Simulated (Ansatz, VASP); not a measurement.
## One calculation of BeTe, two programs

```
Be Te
1.0
    -1.88747    1.89161    2.69120
     1.88747   -1.89161    2.69120
     1.88747    1.89161   -2.69120
Be Te
1 1
Cartesian
  0.0000 0.0000 2.6912
  0.0000 0.0000 0.0000
```

Alike in both runs: functional PBE; k mesh 6 × 6 × 6; occupations gaussian, width 0.1 eV; no spin polarisation.

Ansatz relaxed the structure, and its values are those at the end. VASP's run is a single point on that final structure, the one shown.

|  | VASP | Ansatz |
| --- | --- | --- |
| version | VASP 6.6.1 | Ansatz 0.2.0 |
| potentials or method | VASP PAW PBE potentials, release 64 (Be, Te) | scalar-relativistic, plane waves, PAW |
| plane-wave cutoff (eV) | 520 | 420 |
| valence electrons in the cell | 8 | 18 |

```tsv
	VASP	Ansatz	Ansatz less VASP
gap on the k mesh at the Fermi level (eV)	none	none	-
pressure (GPa)	0.1	0.0	-0.08
```

A gap of «none» marks a metal or a gap that the smearing closes. The two sets of potentials don't hold the same shells in valence.

Caveats: the k mesh is coarse (spacing up to 0.39 Å⁻¹), so the values aren't converged. The runs have no spin-orbit coupling, so splittings on Te are missing.
